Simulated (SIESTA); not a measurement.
Runs of SIESTA 5.4.2 on Ir. It takes space group P6_3/mmc (No. 194, hexagonal). The conventional cell has a = 2.751 Å, b = 2.751 Å, c = 4.462 Å, α = 90.00°, β = 90.00°, γ = 120.00°. Ir (site symmetry -6m2) has 12 Ir at 2.74 to 2.75 Å as nearest neighbours. This isn't the form of Ir at room conditions, which is fcc.

```tsv
task	level	potentials or basis	cell	gap on the mesh (eV)	pressure (GPa)
band structure	PBEsol	PseudoDojo 0.4 standard (PBE files), SZP (energy shift 0.003 Ry)	as given	none	-12.6
band structure	PBEsol	PseudoDojo 0.4 standard (PBE files), DZ (energy shift 0.003 Ry; two zetas on semicore shells)	as given	none	-14.7
band structure	PBEsol	PseudoDojo 0.4 standard (PBE files), SZ (energy shift 0.003 Ry)	as given	none	-13.2
band structure	PBEsol	PseudoDojo 0.4 standard (PBE files), TZDP (energy shift 0.003 Ry; two zetas on semicore shells)	as given	none	(a)
single point	PBE	PseudoDojo 0.4 standard (PBE files), DZP (energy shift 0.003 Ry; two zetas on semicore shells)	atoms moved at random, drawn with an rms of 0.05 Å	none	2.8
```

Alike in all rows: no spin polarisation; k mesh 11 × 11 × 6; smearing fermi-dirac 0.05 eV; grid cutoff 800 Ry; energy shift 0.003 Ry.

Fill in the values left out.

(a) -7.3.

Caveats: short orbitals over semicore shells can move pressures by several GPa; the valence orbitals were made in a potential fitted to the semicore shell under them, which widens gaps by tenths of an eV or more; the basis of atomic orbitals isn't converged, which shifts pressures, moduli and gaps; the potentials were made for another functional, which shifts forces and pressure (some runs); spin-orbit coupling is left out, which moves the levels of the heavy elements (some runs); the basis has no polarisation orbitals (some runs).

A k mesh can miss the band edges, and the runs leave out spin-orbit coupling on Ir.

A gap of «none» marks a metal or a gap under the smearing width.
